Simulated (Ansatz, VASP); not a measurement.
# Two plane-wave programs on SrO

File INCAR:

```
SYSTEM = SrO
ALGO     = Normal         ! electronic algorithm
EDIFF    = 1E-7           ! SCF threshold, eV
ENCUT    = 520            ! plane-wave cutoff, eV
GGA      = PE             ! functional
ISIF     = 2              ! what is computed and relaxed
ISMEAR   = -1             ! smearing method
LASPH    = .True.         ! aspherical terms in the spheres
LCHARG   = .False.        ! write CHGCAR
LREAL    = .False.        ! projectors in reciprocal space
LWAVE    = .False.        ! write WAVECAR
NBANDS   = 15             ! bands
NELM     = 80             ! most SCF steps
PREC     = Accurate       ! precision mode
SIGMA    = 0.02           ! smearing width, eV
```

The input KPOINTS:

```
k-points
0
Gamma
  8 8 8
  0 0 0
```

POSCAR

```
SrO
1.0
    3.1507526206      0.0478875509      0.0478875509
    0.0478875509      3.1507526206      0.0478875509
    0.0478875509      0.0478875509      3.1507526206
Sr O
1 1
Direct
    0.0000000000      0.0000000000      0.0000000000
    0.5000000000      0.5000000000      0.5000000000
```

Input for Ansatz:

```yaml
crystal:
  lattice:
    - [3.1507526206, 0.0478875509, 0.0478875509]
    - [0.0478875509, 3.1507526206, 0.0478875509]
    - [0.0478875509, 0.0478875509, 3.1507526206]
  atoms:
    - { symbol: Sr, position: [0.0, 0.0, 0.0] }
    - { symbol: O, position: [0.5, 0.5, 0.5] }
kpoints:
  mp_grid: { grid: [8, 8, 8] }
  band_path:
    path:
      - [0.0, 0.0, 0.0]
      - [0.0, 0.5, 0.0]
      - [0.5, 0.5, 0.0]
      - [0.5, 0.5, 0.5]
      - [0.0, 0.5, 0.5]
    npoints: 1
hamiltonian:
  xc: pbe
scf:
  occupations: { method: fermi_dirac, width: 0.02 }
  n_extra_bands: 4
output:
  forces: true
  stress: true
  eigenvalues: true
  write_density: true
  write_potential: true
  elf: true
  volumetric_format: npy
```

Change from the starting cell: shear_111 strain +4.6%.

Alike in both runs: task single point; functional PBE; k mesh 8 × 8 × 8; occupations fermi-dirac, width 0.02 eV; no spin polarisation.

|  | VASP | Ansatz |
| --- | --- | --- |
| version | VASP 6.6.1 | Ansatz 0.2.0 |
| potentials or method | VASP PAW PBE potentials, release 64 (Sr_sv, O) | plane waves, PAW |
| plane-wave cutoff (eV) | 520 | 420 |
| valence electrons in the cell | 16 | 16 |

|  | VASP | Ansatz | Ansatz less VASP |
| --- | --- | --- | --- |
| gap on the k mesh at the Fermi level (eV) | 2.78 | 2.83 | +0.050 |
| pressure (GPa) | -0.5 | -1.1 | -0.65 |
| largest component of the traceless stress (GPa) | 0.31 | 0.35 | +0.040 |

A k mesh can miss the band edges.
